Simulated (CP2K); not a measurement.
The system is Bi2Te2Se.

```
CELL_PARAMETERS angstrom
10.87569 0.00000 0.00000
10.01694 4.23576 0.00000
10.01694 2.03083 3.71718
ATOMIC_POSITIONS crystal
Bi 0.39172 0.39172 0.39172
Bi 0.60828 0.60828 0.60828
Te 0.78040 0.78040 0.78040
Te 0.21960 0.21960 0.21960
Se 0.00000 0.00000 0.00000
```

The cell is a database's computed one.

Base run:

| Quantity | Value |
| --- | --- |
| Program | CP2K 2026.2 |
| Functional | PBEsol |
| Dispersion | D3(BJ) |
| Potentials or basis | POTENTIAL_UZH Bi GTH-PBE-q5, Te GTH-PBE-q6, Se GTH-PBE-q6; DZVP-MOLOPT-PBE-GTH basis |
| Density cutoff | 6123 eV |
| k mesh | 7 × 7 × 7 |
| Occupations | fermi-dirac, width 0.05 eV |
| Spin | no spin polarisation |

Its results: band gap on the k mesh 0.34 eV, direct; pressure -1.6 GPa; largest force 0.312 eV/Å.

**Question.** After a change of settings the same cell gave: band gap on the k mesh 0.34 eV, direct; pressure -0.6 GPa; largest force 0.272 eV/Å. Which change was it?
A. dispersion from D3(BJ) to none
B. dispersion from D3(BJ) to D3(BJ)+ATM
C. dispersion from D3(BJ) to D3

**Answer.** C.

Caveats: the potentials were made for another functional, which shifts forces and pressure; spin-orbit coupling is left out, which as a rule narrows the gap of such compounds by several tenths of an eV; an odd mesh through Γ misses points on the zone boundary, where band edges often lie; the basis of atomic orbitals isn't converged, which shifts pressures, moduli and gaps.
